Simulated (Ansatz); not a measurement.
Put NaH in R-3m (No. 166): Na on 3b and 6c; H on 3a and 6c. A trial structure of NaH was built thus: 6-connected net, two elements alternating.

The calculation used DFT PBE, scalar-relativistic, plane waves, PAW (Ansatz 0.2.0). Cutoff 420 eV, Γ-centred mesh, Gaussian smearing, no spin polarisation.

Formation energies are uncorrected and refer to the elements' standard structures at the same level (H₂ as a molecule).

**Question.** Give the relaxed lattice parameters and positions.

**Answer.**

Space group R-3m:H (No. 166). a = 3.366 Å, b = 3.366 Å, c = 26.082 Å, α = 90.00°, β = 90.00°, γ = 120.00°
```
atom  site  symmetry       x       y       z
  Na    3b       -3m  0.6667  0.3333  0.8333
  Na    6c        3m  0.6667  0.3333  0.9462
   H    3a       -3m  0.0000  0.0000  0.0000
   H    6c        3m  0.0000  0.0000  0.7768
```

Na on a site of symmetry -3m is surrounded by 6 H at 2.44 Å; around Na on a site of symmetry 3m lie 6 H at 2.40–2.44 Å; around H on a site of symmetry -3m lie 6 Na at 2.40 Å; H on a site of symmetry 3m is surrounded by 6 Na at 2.44 Å. Another local minimum with the same sites may exist.

**Question.** And its energy and gap?

**Answer.** The energy over the elements is −0.166 eV/atom and the gap on the 12×12×12 mesh of the 6-atom cell is 3.46 eV. It lies below the elements, which doesn't yet make it stable against other compounds or structures.

The last run used Gaussian smearing of 0.02 eV. Kohn–Sham gaps at this level usually fall short of measured ones. With hydrogen, zero-point motion can shift formation energies by some tens of meV/atom. A later test with randomly moved atoms came back to the same energy, though modes that don't fit the test's cell weren't probed.
